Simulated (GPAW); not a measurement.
**Ti in GPAW: the effect of strain uniaxial z**

Crystal: Ti.

```
Ti
1.0
     2.95000    0.00000    0.00000
    -1.47500    2.55477    0.00000
     0.00000    0.00000    4.49280
Ti
2
Direct
  0.66667 0.33333 0.75000
  0.33333 0.66667 0.25000
```

Alike in all runs:

- Program: GPAW 26.7.0
- Task: single point
- Functional: PBEsol
- Potentials or basis: PAW data sets generated in the run's folder for this functional
- Cutoff: 600 eV
- Basis: pw
- k mesh: 10 × 10 × 6
- Occupations: fermi-dirac, width 0.05 eV
- Spin: no spin polarisation
- Maxiter: 150

| strain uniaxial z | pressure (GPa) |
| --- | --- |
| -0.04 | -1.8 |
| -0.02 | -4.1 |
| -0.01 | ? |
| 0 | -6.2 |
| 0.01 | -7.1 |
| 0.02 | -8.1 |
| 0.04 | -9.7 |

Problem. What does the run with strain uniaxial z -0.01 give?

Solution. Pressure -5.2 GPa.

Worked out: A parabola through the other rows of the pressure, of slope -104 GPa per unit of strain uniaxial z there, gives -5.2 GPa, against the run's -5.2.

Caveats: the density grid can change from cell to cell, which puts small steps into energies and stress.
